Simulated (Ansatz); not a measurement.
AlSb, pressure series

Take AlSb in the zinc blende structure (space group F-43m, No. 216; a = 6.1773 Å) as the base.

Cell and atoms are relaxed at each pressure.

Calculations: r2SCAN (Ansatz, an electronic-structure program, PAW, spin-orbit coupling left out).

Before the change:

The smallest direct gap is 2.03 eV.

The aim is a smallest direct gap between 3.02 eV and 3.21 eV. Which of these changes reaches it?
A) pressure −1 GPa
B) pressure 9 GPa
C) pressure 0.9 GPa

B, pressure 9 GPa. It gives 3.12 eV; pressure 0.9 GPa gives 2.16 eV; pressure −1 GPa gives 1.87 eV. Changes not listed may reach it too

Spin-orbit coupling, missing from the scalar runs, can matter with Sb. Load acts through the strain it causes; cell and atoms are relaxed under it. Stability against distortions was not tested. Measured, AlSb leaves this structure (for a Cmcm phase) near 8.1 GPa (temperature not stated; as listed in Datta, Sujoy, Jana, Debnarayan, arXiv (2020)), on rising pressure, with hysteresis.
